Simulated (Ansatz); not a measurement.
Mg:

```
Mg
1.0
     3.17683    0.00000    0.00000
    -1.58841    2.75121    0.00000
     0.00000    0.00000   10.31886
Mg
4
Direct
  0.66667 0.33333 0.75000
  0.00000 0.00000 0.50000
  0.33333 0.66667 0.25000
  0.00000 0.00000 0.00000
```

Base run:

* Program: Ansatz 0.2.0
* Functional: revPBE
* Potentials or basis: Ansatz PAW
* Cutoff: 420 eV (not typed: the program's choice for these potentials)
* k mesh: 10 × 10 × 3
* Occupations: fermi-dirac, width 0.05 eV
* Spin: no spin polarisation

Its results: band gap on the k mesh none (metal or under the smearing width); pressure 1.9 GPa.

**Question.** After a change of settings the same cell gave: band gap on the k mesh none (metal or under the smearing width); pressure 0.2 GPa. Which change was it?
A. functional from revPBE to BLYP
B. functional from revPBE to RPBE
C. functional from revPBE to r2SCAN; cutoff from 420 eV (not typed: the program's choice for these potentials) to 500 eV (not typed: the program's choice for these potentials)

**Answer.** C.

Caveats: the PAW data sets come from PBE, with cores solved anew for the run's functional, which leaves a small shift of forces and pressure.

Runs at the PBE level aren't shown here.
